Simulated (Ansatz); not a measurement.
Te:

```
CELL_PARAMETERS angstrom
4.45400 0.00000 0.00000
-2.22700 3.85728 0.00000
0.00000 0.00000 5.92400
ATOMIC_POSITIONS crystal
Te 0.73100 0.73100 0.00000
Te 0.00000 0.26900 0.66667
Te 0.26900 0.00000 0.33333
```

Base run:

```yaml
Program: Ansatz 0.2.0
Functional: HSE06 form with a typed share of exact exchange
Potentials_or_basis: Ansatz PAW
Cutoff: "420 eV (not typed: the program's choice for these potentials)"
k_mesh: 4 × 4 × 3
Occupations: fermi-dirac, width 0.05 eV
Spin: no spin polarisation
```

Its results: band gap on the k mesh 0.97 eV, indirect (least direct gap 1.19 eV); pressure 0.9 GPa; largest force 0.037 eV/Å.

**Question.** After a change of settings the same cell gave: band gap on the k mesh 1.50 eV, indirect (least direct gap 1.71 eV); pressure -0.8 GPa; largest force 0.479 eV/Å. Which change was it?
A. share of exact exchange from 0.1 to 0.35
B. share of exact exchange from 0.1 to 0.5
C. share of exact exchange from 0.1 to 0.15
D. share of exact exchange from 0.1 to 0

**Answer.** A.

Caveats: odd divisions of the mesh miss points on the zone boundary, where band edges often lie, so the gap on the mesh can be too wide; spin-orbit coupling is left out, which moves the levels of the heavy elements; the PAW data sets come from PBE, with cores solved anew for the run's functional, which leaves a small shift of forces and pressure; the thresholds are loose for stress.
